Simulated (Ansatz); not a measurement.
# Nudged elastic band run: TiSi$_{16}$

input.yaml

```yaml
crystal:
  lattice:
    - [0.0, 5.43, 5.43]
    - [5.43, 0.0, 5.43]
    - [5.43, 5.43, 0.0]
  atoms:
    - { symbol: Si, position: [0.00413615, -0.01220449, 0.00401768] }
    - { symbol: Si, position: [0.12839661, 0.12198638, 0.12763105] }
    - { symbol: Si, position: [-0.00428951, 0.00150762, 0.50124857] }
    - { symbol: Si, position: [0.12831808, 0.12185486, 0.62189091] }
    - { symbol: Si, position: [0.00414245, 0.50404562, 0.00401281] }
    - { symbol: Si, position: [0.12508929, 0.62495069, 0.12500819] }
    - { symbol: Si, position: [0.00408231, 0.5040502, 0.48781706] }
    - { symbol: Si, position: [0.12832727, 0.62790928, 0.62189995] }
    - { symbol: Si, position: [0.50192263, 0.00155838, -0.00507153] }
    - { symbol: Si, position: [0.62217204, 0.12211661, 0.12766405] }
    - { symbol: Si, position: [0.50187017, 0.00154444, 0.50125407] }
    - { symbol: Si, position: [0.62539218, 0.12497982, 0.62461094] }
    - { symbol: Si, position: [0.48794245, 0.50404447, 0.0039572] }
    - { symbol: Si, position: [0.62218921, 0.62801233, 0.12766511] }
    - { symbol: Si, position: [0.50187617, 0.49529414, 0.50125359] }
    - { symbol: Si, position: [0.62201008, 0.62798162, 0.62199065] }
    - { symbol: Ti, position: [0.87523532, 0.37496551, 0.87481529] }
basis:
  ecutwfc: 420.0
kpoints:
  mp_grid: { grid: [2, 2, 2] }
hamiltonian:
  xc: pbesol
  pseudopotentials: { kind: paw, azcp: { folder: soft_1 } }
scf:
  occupations: { method: gaussian, width: 0.05 }
  lower_state_search: "off"
neb:
  images: 7
  f_tol: 0.05
  initial_path: idpp
  max_iterations: 34
  optimiser: fire
  spring: { min: 2.0, max: 10.0 }
  final_atoms:
    - { symbol: Si, position: [-6.116e-05, -0.0004946, 0.00016764] }
    - { symbol: Si, position: [0.12340069, 0.1230647, 0.12356905] }
    - { symbol: Si, position: [0.00293592, 0.00272772, 0.49707424] }
    - { symbol: Si, position: [0.12341874, 0.12309934, 0.62974597] }
    - { symbol: Si, position: [0.00304329, 0.49654515, 0.0030777] }
    - { symbol: Si, position: [0.1235077, 0.62907481, 0.12364244] }
    - { symbol: Si, position: [0.00308906, 0.49658936, 0.49719002] }
    - { symbol: Si, position: [0.13694541, 0.620793, 0.62110003] }
    - { symbol: Si, position: [0.49689065, 0.00279449, 0.00303722] }
    - { symbol: Si, position: [0.62951653, 0.12314223, 0.1235962] }
    - { symbol: Si, position: [0.4969146, 0.00286034, 0.49711372] }
    - { symbol: Si, position: [0.62100301, 0.13666441, 0.62111875] }
    - { symbol: Si, position: [0.49704792, 0.4966464, 0.00314883] }
    - { symbol: Si, position: [0.62103397, 0.62084217, 0.13698089] }
    - { symbol: Si, position: [0.50007072, 0.49978724, 0.50008673] }
    - { symbol: Si, position: [0.62104496, 0.62088598, 0.62109255] }
    - { symbol: Ti, position: [0.75002185, 0.74968948, 0.75011389] }
  order_check: true
```

Run as:

```bash
$ ansatz run input.yaml --threads 1 --pin off --max-ram 3072MiB --backend cpu --events-out ev --progress --plain --runs-dir out
```

Output, in part (warnings, iteration lines):

```
NEB end point (image 0): max|allowed force component| = 2.965e-2 eV/Å (the criterion of neb.relax_end_points is 1.000e-2)
NEB end point (image 8): max|allowed force component| = 3.517e-3 eV/Å (the criterion of neb.relax_end_points is 1.000e-2)
NEB iter   1: max|band force component| = 3.750e0 eV/Å  barrier→ = 2.5176 eV  barrier← = 2.5178 eV  Δτ_max = 0.0684 Å  (88 SCF iters)
NEB iter   2: max|band force component| = 1.867e0 eV/Å  barrier→ = 2.1269 eV  barrier← = 2.1270 eV  Δτ_max = 0.1013 Å  (48 SCF iters)
NEB iter   3: max|band force component| = 8.602e-1 eV/Å  barrier→ = 1.9928 eV  barrier← = 1.9929 eV  Δτ_max = 0.0194 Å  (49 SCF iters)
NEB iter   4: max|band force component| = 5.939e-1 eV/Å  barrier→ = 1.9361 eV  barrier← = 1.9362 eV  Δτ_max = 0.0266 Å  (42 SCF iters)
NEB iter   5: max|band force component| = 5.012e-1 eV/Å  barrier→ = 1.9100 eV  barrier← = 1.9101 eV  Δτ_max = 0.0075 Å  (42 SCF iters)
NEB iter   6: max|band force component| = 3.268e-1 eV/Å  barrier→ = 1.8992 eV  barrier← = 1.8994 eV  CI = image 4  Δτ_max = 0.0125 Å  (42 SCF iters)
NEB iter   7: max|band force component| = 2.954e-1 eV/Å  barrier→ = 1.8886 eV  barrier← = 1.8888 eV  CI = image 4  Δτ_max = 0.0173 Å  (42 SCF iters)
NEB iter   8: max|band force component| = 3.248e-1 eV/Å  barrier→ = 1.8801 eV  barrier← = 1.8803 eV  CI = image 4  Δτ_max = 0.0216 Å  (42 SCF iters)
[... lines left out ...]
```

The forces met the threshold. By the program's own check the climbing image is of a kind that is not told: the force calls were inconclusive, a negative curvature could not be distinguished from the path's own, the only one lies far off the path, or fixed occupations may fill a level only in part (lowest curvatures found: -4.76 and 0.01 eV/Å²). Limits of this set-up: coarse k mesh, PAW files made for another functional, a small cell, in which the defect meets its images.

Final band (atoms are numbered from 1 in the order of the input):

| image | path coordinate (Å) | energy (eV) | Si1–Ti17 (Å) | Si2–Ti17 (Å) | Si4–Ti17 (Å) |
| --- | --- | --- | --- | --- | --- |
| 0 | 0.00 | 0.00 | 2.43 | 2.75 | 2.75 |
| 1 | 0.72 | 0.33 | 2.45 | 2.92 | 2.92 |
| 2 | 1.08 | 1.07 | 2.71 | 3.14 | 3.14 |
| 3 | 1.35 | 1.57 | 2.97 | 3.33 | 3.33 |
| 4 | 1.60 | 1.74 | 3.21 | 3.52 | 3.51 |
| 5 | 1.85 | 1.57 | 3.47 | 3.71 | 3.71 |
| 6 | 2.12 | 1.07 | 3.77 | 3.93 | 3.93 |
| 7 | 2.49 | 0.33 | 4.14 | 4.21 | 4.21 |
| 8 | 3.20 | 0.00 | 4.70 | 4.50 | 4.50 |

Time of the run: 24 min on 1 thread of Arm Neoverse V2, on a shared host, peak memory 0.99 GiB.
